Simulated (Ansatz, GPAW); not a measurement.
# A Pd chain with two C atoms in line: relaxation, then transmission at several levels, part 2 of 3

How well does a Pd chain with two C atoms in line conduct once its atoms have relaxed, and how much do cheaper levels lose?

GPAW 26.7.0 and Ansatz 0.2.0; Ansatz plane waves; relaxation of the junction with the lead ends held; PAW set soft_1 (the session's first sound run).

So far. Step 2 (Relaxing the atoms): The relaxation lowered the energy of the cell by 0.206 eV.

**3. Plane-wave reference (PBE)**

A plane-wave run comes first: its basis does not favour the atoms, so it serves as the reference for the orbital bases.

This step: Ansatz plane waves; Landauer transmission by layers, zero bias; PAW set soft_1 (Ansatz 0.2.0).

File input.yaml:

```yaml
crystal:
  lattice:
    - [9.0, 0.0, 0.0]
    - [0.0, 9.0, 0.0]
    - [0.0, 0.0, 42.497]
  atoms:
    - { symbol: Pd, position: [0.5, 0.5, 0.029413841] }
    - { symbol: Pd, position: [0.5, 0.5, 0.0882415229] }
    - { symbol: Pd, position: [0.5, 0.5, 0.1470692049] }
    - { symbol: Pd, position: [0.5, 0.5, 0.2058968868] }
    - { symbol: Pd, position: [0.5, 0.5, 0.2647245688] }
    - { symbol: Pd, position: [0.5, 0.5, 0.3235522507] }
    - { symbol: Pd, position: [0.498691618, 0.4719891141, 0.3843416101] }
    - { symbol: Pd, position: [0.4990197216, 0.5674418565, 0.4421555625] }
    - { symbol: C, position: [0.4974224323, 0.5132892463, 0.4851709119] }
    - { symbol: C, position: [0.4936571475, 0.4892958504, 0.5150147553] }
    - { symbol: Pd, position: [0.4791637421, 0.4365356865, 0.5579918773] }
    - { symbol: Pd, position: [0.5071921118, 0.5292407647, 0.6157051099] }
    - { symbol: Pd, position: [0.5, 0.5, 0.6764477493] }
    - { symbol: Pd, position: [0.5, 0.5, 0.7352754312] }
    - { symbol: Pd, position: [0.5, 0.5, 0.7941031132] }
    - { symbol: Pd, position: [0.5, 0.5, 0.8529307951] }
    - { symbol: Pd, position: [0.5, 0.5, 0.9117584771] }
    - { symbol: Pd, position: [0.5, 0.5, 0.970586159] }
kpoints:
  mp_grid: { grid: [1, 1, 2] }
hamiltonian:
  xc: pbe
  pseudopotentials: { kind: paw, azcp: { folder: soft_1 } }
scf:
  occupations: { method: fermi_dirac, width: 0.1 }
output:
  transmission:
    leads: [[0, 1]]
    e_range: [-2, 2]
    de: 0.025
    kmesh: [1, 1]
    reduced_basis: true
  write_potential: true
  write_density: true
  volumetric_format: npy
```

Started as:

```bash
ansatz run input.yaml --threads 4 --pin off --max-ram 8192MiB --backend cpu --events-out ev --progress --plain --runs-dir out
```

Numbers of over 12 decimals in the logs are rounded to 6 here.

The log of the run:

```text
[...]
Crystal: 18 atoms, lattice volume = 3442.257 Å³
Basis set: ecut = 420 eV, 67243 PW (Γ)
Bands: 178, of which v1, the nominal top of the filled ones, is band 148 counted from 1 (147 counted from 0)
Symmetry: 1 space group operations
[...]
k-points: 2
[...]
SCF iter   1: F=—  HF=-112050.990878 eV  |F-HF|=—  |Δ(HF+E_count)|=         —  Δρ=5.25e-2  dr2=2.03e2  ethr=3.10e-3  ⟨swp⟩=11.0  Hψ=1848  notcnv=0
[...]
SCF iter  17: F=-112025.470698 eV  HF=-112025.470698 eV  |F-HF|=5.82e-8  |Δ(HF+E_count)|=   4.34e-9  Δρ=9.34e-7  dr2=7.21e-8  ethr=3.38e-11  ⟨swp⟩=18.5  Hψ=1297  notcnv=0
SCF 1 converged in 17 iterations: F = -112025.470698 eV  dr2 = 7.21e-8
[...]
transmission: 54 of 324 steps passed
transmission: 108 of 324 steps passed
[...]
transmission: 324 of 324 steps passed
WARN: The output density's exchange-correlation potential varies sharply where the density is thin. Do not read a vacuum level from v_tot or v_xc, or from such a field of the output density. On a cell that repeats whose density bears no net charge and no dipole along the vacuum's axis use v_es (v_loc + v_h of the components); under efield.dipole_correction with no amplitude use v_es + v_field, which holds any externa [...]
SCF converged after 17 iterations
Free energy (F): -112025.470698 eV
[...]
Internal energy: -112023.770870 eV  (E = F + TS)
E sigma→0 (E₀):  -112024.620784 eV
Entropy (-TS):   -1.699829 eV (-94.435 meV/atom)
Fermi energy:    -3.601989 eV
[...]
--- Band table (eV) ---
  k-point 0: bands = [... 144 lower, -3.7534, -3.7327, -3.6600, -3.5855, -3.5584, -3.5392, -3.5067, -3.5014, ... 26 higher]
  k-point 1: bands = [... 144 lower, -3.6707, -3.6573, -3.6327, -3.6276, -3.6125, -3.6066, -3.5212, -3.4868, ... 26 higher]
--- Transmission ---
  basis      : 717 plane waves across, 54 finite elements along
  points     : 1, standing for a mesh of 1 x 1
  filling    : by the input's occupations and mesh, since the crystals that have channels conduct as metals do. If one of these is a semiconductor, that mesh has misplaced its level
  energies   : 161 from -2.000000 to 2.000000 eV about the Fermi level, 0.025000 eV apart; the leads are filled to 0.000000 eV, and channels, transmission and decay are at 0.000000 eV
  crystal 0  : Pd1, at the sites [0, 1], period 2.5000 Å, over 30.00 Å; its Hamiltonian steps by up to 1.2 meV
    offset         : up to 0.0000 Å between an atom of the period and one for which it stands
    filled         : 10.9 meV under the level at which it is neutral
    channels       : 4.000000e0 a spin
    conductance    : 3.8153e14 S/m² at 300 K; may be off by some 0.0 % by where its bands' edges are placed, 0.1 % from the distance to neutral
  junction   : crystal 0 to crystal 0, 0.70 to 40.70 Å
    transmission   : 2.463285e0 a spin
    error estimate : 6.876361e-4 a spin from the reduction of the transverse basis, at the most 6.935745e-3 at -1.625000 eV
    conductance    : 2.2710e14 S/m² at 300 K (2.2712e14 on every other energy)
    error estimate : 0.0 % from the energy spacing and 0.1 % from band edges of the leads and from resonances (wavevectors taken as independent; lower de), 0.0 % from the reduction of the transverse basis, 0.6 % from the steps of its leads' Hamiltonians or their offsets (lay more layers), 2.7 % from the distance to neutral
    resistance     : 1.7806e-3 Ω µm² beyond half of each lead's own
```

The job ended after 2.6 min (4 threads of Arm Neoverse V1, shared host; peak memory 5.2 GiB; 7.6 min of CPU time).

This step gave:

| Item | Value |
| --- | --- |
| lead level | 0 eV from the Fermi level |
| transmission at the Fermi level (one spin) | 2.463 |
| open channels of the lead at the Fermi level (one spin) | 4 |
| step of the potential along the lead | 1.2 meV |
| offset of the lead | 0 Å |
| filling of the lead less its bulk value, in size | 10.9 meV |
| conductance | 2.374 G₀ |

One spin. Transmission, zone mean against energy, zero at the Fermi level:

energy (eV), transmission, zone mean and a bar:
```
   -2.000       1.12 ############
   -1.900       1.15 #############
   -1.800       1.25 ##############
   -1.700       1.41 ################
   -1.600       1.60 ##################
   -1.500       1.76 ####################
   -1.425       1.80 ####################
   -1.400       1.80 ####################
   -1.300       1.63 ##################
   -1.200       1.18 #############
   -1.100       0.67 #######
   -1.000       0.51 #####
   -0.900       1.57 #################
   -0.850       1.80 ####################
   -0.800       1.76 ####################
   -0.700       1.40 ###############
   -0.600       1.97 ######################
   -0.500       1.11 ############
   -0.400       1.80 ####################
   -0.300       1.92 #####################
   -0.200       2.42 ###########################
   -0.100       2.65 ##############################
    0.000       2.46 ############################
    0.100       1.40 ################
    0.200       0.33 ###
    0.300       0.26 ##
    0.400       0.21 ##
    0.500       0.17 #
    0.600       0.14 #
    0.700       0.12 #
    0.800       0.10 
    0.900       0.09 
    1.000       0.08 
    1.100       0.08 
    1.200       0.07 
    1.300       0.07 
    1.400       0.07 
    1.500       0.07 
    1.600       0.07 
    1.700       0.07 
    1.800       0.07 
    1.900       0.07 
    2.000       0.07
```

One spin. The open channels, zone mean by energy, zero at the Fermi level:

energy (eV), open channels, zone mean and a bar from the least value:
```
   -2.000       3.00 ###############
   -1.900       3.00 ###############
   -1.800       3.00 ###############
   -1.700       3.00 ###############
   -1.600       3.00 ###############
   -1.500       3.00 ###############
   -1.400       3.00 ###############
   -1.300       3.00 ###############
   -1.200       3.00 ###############
   -1.100       5.00 ##############################
   -1.000       5.00 ##############################
   -0.900       5.00 ##############################
   -0.800       5.00 ##############################
   -0.700       5.00 ##############################
   -0.600       5.00 ##############################
   -0.500       4.00 ######################
   -0.400       4.00 ######################
   -0.300       4.00 ######################
   -0.200       4.00 ######################
   -0.100       4.00 ######################
    0.000       4.00 ######################
    0.100       4.00 ######################
    0.200       1.00 
    0.300       1.00 
    0.400       1.00 
    0.500       1.00 
    0.600       1.00 
    0.700       1.00 
    0.800       1.00 
    0.900       1.00 
    1.000       1.00 
    1.100       1.00 
    1.200       1.00 
    1.300       1.00 
    1.400       1.00 
    1.500       1.00 
    1.600       1.00 
    1.700       1.00 
    1.800       1.00 
    1.900       1.00 
    2.000       1.00
```

Crystal 0, spin -, k parallel (0, 0); distinct values, listed up to 1.5 1/Å. Im kz of the slowest decaying states against energy, zero at the Fermi level:

```tsv
energy (eV)	decay 1 (Å⁻¹)	decay 2 (Å⁻¹)	decay 3 (Å⁻¹)	decay 4 (Å⁻¹)
-2.0000	0.728	0.818	0.819	1.35
-1.7500	0.665	0.702	0.703	1.33
-1.5000	0.542	0.543	0.595	1.30
-1.2500	0.242	0.244	0.515	1.28
-1.0000	0.418	1.25	1.25	1.26
-0.7500	0.290	1.23	1.23	1.34
-0.5000	0.266	0.266	1.20	1.20
-0.2500	0.519	0.519	1.18	1.18
0.0000	0.656	0.656	1.15	1.15
0.2500	0.118	0.118	0.143	0.751
0.5000	0.205	0.205	0.266	0.825
0.7500	0.255	0.256	0.347	0.884
1.0000	0.289	0.289	0.411	0.933
1.2500	0.311	0.311	0.464	0.974
1.5000	0.324	0.324	0.509	0.957
1.7500	0.330	0.330	0.548	0.921
2.0000	0.327	0.327	0.582	0.884
```

Crystal 0, spin -, k parallel (0, 0). The Re kz of states that move upwards by energy, zero at the Fermi level:

```tsv
energy (eV)	channel 1 (Å⁻¹)	channel 2 (Å⁻¹)	channel 3 (Å⁻¹)	channel 4 (Å⁻¹)	channel 5 (Å⁻¹)
-2.0000	-0.781	-0.781	0.603	-	-
-1.7500	-0.694	-0.694	0.646	-	-
-1.5000	-0.616	-0.616	0.689	-	-
-1.2500	-0.542	-0.542	0.735	-	-
-1.0000	-0.470	-0.470	0.485	0.486	0.783
-0.7500	-0.399	-0.399	0.818	0.818	0.837
-0.5000	-0.325	-0.325	0.0765	0.899	-
-0.2500	-0.244	-0.244	0.308	0.975	-
0.0000	-0.141	-0.141	0.425	1.08	-
0.2500	0.513	-	-	-	-
0.5000	0.584	-	-	-	-
0.7500	0.644	-	-	-	-
1.0000	0.695	-	-	-	-
1.2500	0.740	-	-	-	-
1.5000	0.781	-	-	-	-
1.7500	0.818	-	-	-	-
2.0000	0.853	-	-	-	-
```

The electrostatic potential energy of an electron (with the applied field's), less the Fermi level, planar mean oscillates, so the rows of the table below give means over windows of 2.51 Å about each position, cut where the curve ends. Its first 14 maxima inside the range that stand out by 2 % of the span (Å: eV): 2.5: 5.04, 5.0: 5.04, 7.5: 5.04, 10.0: 5.04, 12.5: 5.04, 15.1: 5.07, 17.6: 5.04, 19.9: 5.42, 21.2: 5.44, 22.6: 5.42, 24.9: 5.03, 27.4: 5.07, 30.0: 5.04, 32.5: 5.04. Its first 14 minima: 1.2: 3.38, 3.7: 3.38, 6.2: 3.37, 8.7: 3.37, 11.2: 3.37, 13.7: 3.36, 16.4: 3.38, 18.7: 3.63, 20.7: 4.83, 21.8: 4.84, 23.8: 3.63, 26.1: 3.38, 28.8: 3.36, 31.3: 3.37.

Electrostatic potential energy of an electron (with the applied field's), less the Fermi level, planar mean against z; means over each step:

```tsv
z (Å)	electrostatic potential energy of an electron (with the applied field's), less the Fermi level, planar mean (eV)
1.25	4.26
3.76	4.27
6.27	4.27
8.79	4.27
11.29	4.27
13.80	4.27
16.31	4.27
18.82	4.51
21.33	5.09
23.84	4.49
26.35	4.28
28.86	4.27
31.37	4.27
33.88	4.27
36.40	4.27
38.91	4.27
41.41	4.15
```

The valence density, planar mean oscillates, so the rows of the table below give means over windows of 2.51 Å about each position, cut where the curve ends. Its first 14 maxima inside the range that stand out by 2 % of the span (Å: e/Å³): 1.2: 0.213, 3.7: 0.214, 6.2: 0.215, 8.7: 0.215, 11.2: 0.216, 13.7: 0.216, 16.4: 0.215, 18.7: 0.215, 21.5: 0.0407, 23.8: 0.216, 26.1: 0.214, 28.8: 0.216, 31.3: 0.216, 33.8: 0.215. Its first 14 minima: 2.5: 0.0148, 5.0: 0.0149, 7.5: 0.0149, 10.0: 0.0149, 12.5: 0.0149, 15.1: 0.0131, 17.6: 0.0141, 19.8: 0.0273, 22.7: 0.0272, 24.9: 0.0141, 27.4: 0.0132, 30.0: 0.0149, 32.5: 0.0149, 35.0: 0.0149.

The valence density, planar mean by z; means over each step:

```tsv
z (Å)	valence density, planar mean (e/Å³)
1.25	0.0886
3.76	0.0886
6.27	0.0886
8.79	0.0886
11.29	0.0886
13.80	0.0883
16.31	0.0884
18.82	0.0905
21.33	0.0376
23.84	0.0896
26.35	0.0883
28.86	0.0884
31.37	0.0886
33.88	0.0886
36.40	0.0886
38.91	0.0886
41.41	0.0993
```

T at the Fermi level is 2.46 of 4 open channels a spin.

**4. Double-zeta polarised basis**

The script solves lead and junction separately, takes H and S in the orbital basis, and joins semi-infinite leads through their self-energies; the dzp basis is the working standard.

This step: GPAW LCAO, PAW setups; Landauer transmission from Green's functions with principal layers (ASE), zero bias (GPAW 26.7.0).

File run.py:

```python
import json
import numpy as np
from ase import Atoms
from ase.transport.calculators import TransportCalculator
from gpaw import GPAW, FermiDirac
from gpaw.lcao.tools import get_lcao_hamiltonian
from scipy.linalg import eigh

# The junction with lead layers at both ends, along the third cell vector
device = Atoms(
    ['Pd', 'Pd', 'Pd', 'Pd', 'Pd', 'Pd', 'Pd', 'Pd', 'C', 'C', 'Pd', 'Pd', 'Pd', 'Pd', 'Pd', 'Pd', 'Pd', 'Pd'],
    positions=[
        [4.50000, 4.50000, 1.25000],
        [4.50000, 4.50000, 3.75000],
        [4.50000, 4.50000, 6.25000],
        [4.50000, 4.50000, 8.75000],
        [4.50000, 4.50000, 11.25000],
        [4.50000, 4.50000, 13.75000],
        [4.48822, 4.24790, 16.33337],
        [4.49118, 5.10698, 18.79028],
        [4.47680, 4.61960, 20.61831],
        [4.44291, 4.40366, 21.88658],
        [4.31247, 3.92882, 23.71298],
        [4.56473, 4.76317, 26.16562],
        [4.50000, 4.50000, 28.74700],
        [4.50000, 4.50000, 31.24700],
        [4.50000, 4.50000, 33.74700],
        [4.50000, 4.50000, 36.24700],
        [4.50000, 4.50000, 38.74700],
        [4.50000, 4.50000, 41.24700]],
    cell=[[9.0, 0.0, 0.0], [0.0, 9.0, 0.0], [0.0, 0.0, 42.497]],
    pbc=True)

# One principal layer of the lead: the first 5 atoms of the device
lead = Atoms(
    ['Pd', 'Pd', 'Pd', 'Pd', 'Pd'],
    positions=[
        [4.50000, 4.50000, 1.25000],
        [4.50000, 4.50000, 3.75000],
        [4.50000, 4.50000, 6.25000],
        [4.50000, 4.50000, 8.75000],
        [4.50000, 4.50000, 11.25000]],
    cell=[[9.0, 0.0, 0.0], [0.0, 9.0, 0.0], [0.0, 0.0, 12.5]],
    pbc=True)

settings = dict(mode='lcao', basis='dzp', xc='PBE', h=0.2,
                occupations=FermiDirac(0.1), maxiter=250,
                mixer=dict(beta=0.1, nmaxold=8, weight=100.0),
                convergence=dict(density=0.0001))
energies = np.arange(-2, 2 + 1e-9, 0.025)
eta = 0.0001
n1, n2 = 1, 1
# k and -k transmit alike, so half of the mesh across the current serves
mesh = [(i, j) for i in range(n1) for j in range(n2) if (i, j) <= (-i % n1, -j % n2)]
weights = np.array([1 if (i, j) == (-i % n1, -j % n2) else 2 for i, j in mesh]) / (n1 * n2)

# [... helper functions left out ...]
fermi_lead = ground_state(lead, (1, 1, 9), 'lead.txt')
fermi_device = ground_state(device, (1, 1, 2), 'device.txt')
# [... loop over the mesh left out, but for ...]
        # Shift the lead onto the potential of the device's first layer
        shift = ((H[:, 0, 0] - H0[:, 0, 0]) / S0[0, 0]).real.mean()
# [...]
kT = 8.617333e-5 * 300
bias = [0.1, 0.2, 0.5, 1.0, 1.5, 2.0]
# [... integrals and printing left out ...]
```

Started as:

```bash
OMP_NUM_THREADS=1 OPENBLAS_NUM_THREADS=1 python run.py
```

The log of the run:

```text
basis functions: device 458, principal layer 135
Fermi level: lead -4.0202 eV, device -4.1113 eV; lead shifted by -0.0012 eV
largest coupling past the next layer 1.07e-04 eV, largest misfit of the first layer 0.044 eV
  E-E_F (eV)   T (one spin)  channels
    -2.000    1.0084e+00    3.0000
    -1.975    1.0125e+00    3.0000
    -1.950    1.0211e+00    3.0000
    -1.925    1.0335e+00    3.0000
    -1.900    1.0482e+00    3.0000
    -1.875    1.0676e+00    3.0000
    -1.850    1.0895e+00    3.0000
    -1.825    1.1143e+00    3.0000
    -1.800    1.1422e+00    3.0000
    -1.775    1.1730e+00    3.0000
    -1.750    1.2069e+00    3.0000
    -1.725    1.2438e+00    3.0000
    -1.700    1.2836e+00    3.0000
    -1.675    1.3260e+00    3.0000
    -1.650    1.3705e+00    3.0000
    -1.625    1.4167e+00    3.0000
[...]
1.825    6.6511e-02    1.0000
     1.850    6.6703e-02    1.0000
     1.875    6.6924e-02    1.0000
     1.900    6.7171e-02    1.0000
     1.925    6.7445e-02    1.0000
     1.950    6.7745e-02    1.0000
     1.975    6.8070e-02    1.0000
     2.000    6.8419e-02    1.0000
conductance at 300 K: 2.3387 G0 a cell; thermopower 24.57 uV/K
current from the zero-bias T(E) at 0.1 V: 17.796 uA
current from the zero-bias T(E) at 0.2 V: 33.776 uA
current from the zero-bias T(E) at 0.5 V: 68.29 uA
current from the zero-bias T(E) at 1.0 V: 104.46 uA
current from the zero-bias T(E) at 1.5 V: 136.48 uA
current from the zero-bias T(E) at 2.0 V: 158.53 uA
```

It took 7.6 min on 1 thread; peak memory 1.7 GiB.

Numbers from this step:

```yaml
conductance: 2.339 G₀
largest_coupling_past_the_next_principal_layer: 1.07e-4 eV
largest_misfit_of_the_first_principal_layer: 0.04412 eV
shift_that_aligns_the_lead: -0.001209 eV
basis_functions_of_the_junction: 458
basis_functions_of_a_principal_layer: 135
transmission_at_the_fermi_level_one_spin: 2.458
```

One spin. Table of transmission, zone mean by energy, zero at the Fermi level:

```tsv
energy (eV)	transmission, zone mean
-2.000	1.01
-1.900	1.05
-1.800	1.14
-1.700	1.28
-1.600	1.46
-1.500	1.64
-1.400	1.74
-1.375	1.75
-1.300	1.70
-1.200	1.46
-1.100	1.01
-1.000	0.553
-0.900	0.541
-0.800	1.80
-0.775	1.86
-0.700	1.67
-0.600	1.29
-0.500	1.94
-0.400	1.65
-0.300	1.77
-0.200	2.33
-0.100	2.76
0.000	2.46
0.100	1.08
0.200	0.391
0.300	0.297
0.400	0.229
0.500	0.182
0.600	0.149
0.700	0.125
0.800	0.107
0.900	0.0946
1.000	0.0855
1.100	0.0788
1.200	0.0741
1.300	0.0707
1.400	0.0684
1.500	0.0669
1.600	0.0661
1.700	0.0660
1.800	0.0663
1.900	0.0672
2.000	0.0684
```

Crossings of the lead's bands, unfolded to its shortest repeat. Open channels, zone mean against energy, zero at the Fermi level:

energy (eV), open channels, zone mean and a bar from the least value:
```
   -2.000       3.00 ###############
   -1.800       3.00 ###############
   -1.600       3.00 ###############
   -1.400       3.00 ###############
   -1.200       3.00 ###############
   -1.000       5.00 ##############################
   -0.800       5.00 ##############################
   -0.600       5.00 ##############################
   -0.400       4.00 ######################
   -0.200       4.00 ######################
    0.000       4.00 ######################
    0.200       1.00 
    0.400       1.00 
    0.600       1.00 
    0.800       1.00 
    1.000       1.00 
    1.200       1.00 
    1.400       1.00 
    1.600       1.00 
    1.800       1.00 
    2.000       1.00
```

Not self-consistent under bias; the bias window is split evenly. The current through one cell, from the zero-bias transmission by bias:

```tsv
bias (V)	current through one cell, from the zero-bias transmission (μA)
0.100	17.8
0.200	33.8
0.500	68.3
1.000	104
1.500	136
2.000	159
```

The transmission of the three most open eigenchannels by energy, zero at the Fermi level:

```tsv
energy (eV)	channel 1	channel 2	channel 3
-2.000	0.779	0.224	0.00612
-1.900	0.820	0.216	0.0132
-1.800	0.860	0.254	0.0276
-1.700	0.896	0.333	0.0543
-1.600	0.923	0.446	0.0948
-1.500	0.935	0.565	0.140
-1.400	0.932	0.635	0.173
-1.300	0.911	0.609	0.182
-1.200	0.858	0.443	0.159
-1.100	0.745	0.175	0.0944
-1.000	0.525	0.0177	0.00971
-0.900	0.400	0.116	0.0253
-0.800	0.817	0.723	0.261
-0.700	0.780	0.701	0.186
-0.600	0.685	0.436	0.166
-0.500	0.760	0.753	0.432
-0.400	0.993	0.482	0.175
-0.300	0.734	0.694	0.342
-0.200	0.862	0.853	0.615
-0.100	0.988	0.919	0.853
0.000	0.946	0.883	0.629
0.100	0.430	0.355	0.298
0.200	0.391	2.5e-7	1.4e-11
0.300	0.297	2.5e-7	0
0.400	0.229	2.6e-7	0
0.500	0.182	2.6e-7	0
0.600	0.149	2.6e-7	0
0.700	0.125	2.7e-7	0
0.800	0.107	2.7e-7	0
0.900	0.0946	2.8e-7	0
1.000	0.0855	2.8e-7	0
1.100	0.0788	2.8e-7	0
1.200	0.0741	2.9e-7	0
1.300	0.0707	2.9e-7	0
1.400	0.0684	3.0e-7	0
1.500	0.0669	3.0e-7	0
1.600	0.0661	3.1e-7	0
1.700	0.0660	3.1e-7	0
1.800	0.0663	3.1e-7	0
1.900	0.0672	3.2e-7	0
2.000	0.0684	3.2e-7	0
```

At the Fermi level T is 2.46 against 2.46 in plane waves. Couplings past the next layer reach 1.1e-4 eV, small enough to drop; the matrix elements of the cell's first layer differ from the bulk lead's by up to 0.044 eV. That layer keeps its own values in the calculation, and only beyond it is the lead taken as perfect. The Fermi levels of lead and junction count from different zeros of potential, one for each periodic cell; with both set to zero, the small remaining shift is what aligns them. By hand: G = 2.339 × 77.48 μS = 181 μS, a resistance of 5.52 kΩ; at 0.1 V a linear junction would pass 18.1 μA, and the integral over the bias window gives 17.8 μA.

[end of part 2 of 3]

[Logs are printed without paths, hosts, clocks, repeated set-up lines and the standing remarks that a program may print on its own settings, such as how far it seeks lower states.]

[Hosts, paths, dates, database ids (printed as entryN), source tags and the programs' standing remarks are cut or masked in the printed files.]
